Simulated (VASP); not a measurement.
# ZnS: kinetic-energy density

ZnS, F-43m (no. 216), 2 atoms in the cell. PBE; PAW potentials Zn, S (PBE set).

## Input

INCAR:
```
SYSTEM = ZnS
PREC = Accurate
ENCUT = 520
EDIFF = 1E-7
ISMEAR = 0
SIGMA = 0.02
LREAL = .FALSE.
LASPH = .TRUE.
ALGO = Normal
NELM = 100
ISIF = 2
LWAVE = .FALSE.
LCHARG = .TRUE.
LTAU = .TRUE.
```

KPOINTS:
```
k-points
0
Gamma
  7 7 7
```

POSCAR:
```
ZnS
1.0
    0.0000000000      2.7020000000      2.7020000000
    2.7020000000      0.0000000000      2.7020000000
    2.7020000000      2.7020000000      0.0000000000
Zn S
1 1
Direct
    0.7500000000      0.7500000000      0.7500000000
    0.0000000000      0.0000000000      0.0000000000
```

Commands:
```
cat potpaw_PBE.64/Zn/POTCAR potpaw_PBE.64/S/POTCAR > POTCAR
mpirun -np 1 vasp_std > vasp.out
```

## Result

- Kinetic energy of the pseudo orbitals (eV): 227.61

VASP 6.6.1 took 8.4 s on 1 core (Intel Xeon Platinum 8488C (Sapphire Rapids)), a shared host.
